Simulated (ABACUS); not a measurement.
C:

```
C
1.0
     0.00000    1.78337    1.78337
     1.78337    0.00000    1.78337
     1.78337    1.78337    0.00000
C
2
Direct
  0.75000 0.75000 0.75000
  0.50000 0.50000 0.50000
```

This isn't the form of C at room conditions, which is graphite.

- Program: ABACUS 3.10.1
- Task: single point
- Functional: PBE
- Potentials or basis: PseudoDojo NC SR 0.4.1 PBE standard
- Cutoff: 1116 eV
- Density cutoff: 4463 eV
- Basis: plane waves
- k mesh: 13 × 13 × 13
- Occupations: fermi-dirac, width 0.05 eV
- Spin: no spin polarisation

On this cell: pressure 1.8 GPa; largest force zero by symmetry; band gap on the k mesh 4.20 eV, indirect (least direct gap 5.62 eV).

The same run follows on a disturbed copy (atoms moved at random, drawn with an rms of 0.05 Å):

```
C
1.0
     0.00000    1.78337    1.78337
     1.78337    0.00000    1.78337
     1.78337    1.78337    0.00000
C
2
Cartesian
  2.6879 2.6785 2.6766
  1.7695 1.7528 1.7618
```

Problem. What changes?

Solution. The energy moves by +21.1 meV/atom; pressure 2.6 GPa; largest force 1.665 eV/Å; band gap on the k mesh 3.29 eV, indirect (least direct gap 4.01 eV).

Forces on the atoms (eV/Å):
```
C   -0.899 -1.185 -0.748
C    0.899  1.185  0.748
```

Stress tensor (GPa, compression positive):
```
 2.63 -0.36 -1.03
-0.36  2.52 -0.61
-1.03 -0.61  2.68
```

Caveats: an odd mesh through Γ misses points on the zone boundary, where band edges often lie.
